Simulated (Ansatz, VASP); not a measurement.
## One calculation of MgO, two programs

Contents of INCAR:

```
PREC = Accurate
ENCUT = 520
EDIFF = 1E-7
ISMEAR = 0
SIGMA = 0.05
LREAL = False
LASPH = True
NELM = 80
ALGO = Normal
ISIF = 2
LWAVE = False
LCHARG = True
GGA = PS
LELF = True
LVHAR = True
NBANDS = 16
```

KPOINTS

```
regular mesh
0
Gamma
  9 9 6
```

The input POSCAR:

```
MgO
1.0
    3.2605657016      0.0000000000      0.0000000000
   -1.6302828508      2.8237327283      0.0000000000
    0.0000000000      0.0000000000      5.1523459217
Mg O
2 2
Direct
    0.3333333333      0.6666666667      0.0036583380
    0.6666666667      0.3333333333      0.5036583380
    0.3333333333      0.6666666667      0.4009416620
    0.6666666667      0.3333333333      0.9009416620
```

Input for Ansatz:

```yaml
crystal:
  lattice:
    - [3.2605657016, 0.0, 0.0]
    - [-1.6302828508, 2.8237327283, 0.0]
    - [0.0, 0.0, 5.1523459217]
  atoms:
    - { symbol: Mg, position: [0.3333333333, 0.6666666667, 0.003658338] }
    - { symbol: Mg, position: [0.6666666667, 0.3333333333, 0.503658338] }
    - { symbol: O, position: [0.3333333333, 0.6666666667, 0.400941662] }
    - { symbol: O, position: [0.6666666667, 0.3333333333, 0.900941662] }
basis:
  ecutwfc: 520.0
kpoints:
  mp_grid: { grid: [9, 9, 6] }
hamiltonian:
  xc: pbesol
  pseudopotentials: { kind: paw, azcp: { folder: soft_1 } }
scf:
  occupations: { method: gaussian, width: 0.05 }
output:
  forces: true
  stress: true
  eigenvalues: true
```

Alike in both runs: task single point; functional PBEsol; k mesh 9 × 9 × 6; occupations gaussian, width 0.05 eV; no spin polarisation.

|  | VASP | Ansatz |
| --- | --- | --- |
| version | VASP 6.6.1 | Ansatz 0.2.0 |
| potentials or method | VASP PAW PBE potentials, release 64 (Mg, O) | scalar-relativistic, plane waves, PAW |
| plane-wave cutoff (eV) | 520 | 520 |
| valence electrons in the cell | 16 | 32 |

```csv
,VASP,Ansatz,Ansatz less VASP
gap on the k mesh at the Fermi level (eV),3.42,3.42,+0.004
least direct gap on the mesh (eV),3.42,3.42,+0.004
pressure (GPa),0.4,0.7,+0.28
largest component of the traceless stress (GPa),4.92,4.87,-0.056
rms of the force components (eV/Å),0.204,0.200,-0.0039
```

Atom by atom the forces differ by 0.004 eV/Å (rms over components). The functional is the same, so the differences come from potentials, cutoffs and numerics. The two sets of potentials don't hold the same shells in valence. Ansatz warned: «pseudo_functional_mismatch».

Caveats: the PAW data sets were made with another functional, which shifts forces and pressure a little (VASP); an odd mesh through Γ misses points on the zone boundary, where band edges often lie.
